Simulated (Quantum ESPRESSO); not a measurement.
SiO2: single point with PBE

Crystal: SiO2.

```
Si O
1.0
     0.00000    4.71626    7.36278
     2.35958    0.00000    7.36278
     2.35958    4.71626    0.00000
Si O
4 8
Direct
  0.93677 0.93677 0.56323
  0.68677 0.68677 0.31323
  0.31323 0.31323 0.68677
  0.56323 0.56323 0.93677
  0.06344 0.43656 0.06344
  0.43656 0.06344 0.43656
  0.81344 0.18656 0.81344
  0.18656 0.81344 0.18656
  0.12500 0.62500 0.62500
  0.62500 0.62500 0.62500
  0.62500 0.62500 0.12500
  0.62500 0.12500 0.62500
```

The cell comes from a database or a generator and needn't be the stable form of this composition.

```json
{
  "Program": "Quantum ESPRESSO 7.5",
  "Task": "single point",
  "Functional": "PBE",
  "Potentials or basis": "SSSP 1.3 efficiency PBE",
  "Cutoff": "748 eV",
  "Density cutoff": "5987 eV",
  "k mesh": "7 × 7 × 7",
  "Occupations": "fermi-dirac, width 0.05 eV",
  "Spin": "no spin polarisation"
}
```

| Quantity | Value |
| --- | --- |
| Pressure | 5.4 GPa |
| Largest force | 0.402 eV/Å |
| Band gap on the k mesh | 5.78 eV, direct |

Forces on the atoms (eV/Å):
```
Si   0.000  0.000  0.063
Si   0.000  0.000  0.063
Si   0.000  0.000 -0.063
Si   0.000  0.000 -0.063
O    0.000  0.402  0.000
O    0.000 -0.402  0.000
O    0.000  0.402  0.000
O    0.000 -0.402  0.000
O    0.000  0.000  0.000
O    0.000  0.000  0.000
O    0.000  0.000  0.000
O    0.000  0.000  0.000
```

Stress tensor (GPa, compression positive):
```
5.32 0.00 0.00
0.00 5.54 0.00
0.00 0.00 5.40
```

Levels at points of the mesh, in eV from the valence-band top:
```csv
k point,band 28,band 29,band 30,band 31,band 32,band 33,band 34,band 35,band 36,band 37
"(0.00, 0.00, 0.00)",-0.76,-0.64,-0.44,-0.04,0.00,5.78,8.31,8.39,8.72,8.83
```

Run time: 7.4 min on 2 MPI ranks on Arm Neoverse V1 (shared host), peak memory 1.2 GiB a rank.

Caveat: an odd mesh through Γ misses points on the zone boundary, where band edges often lie.
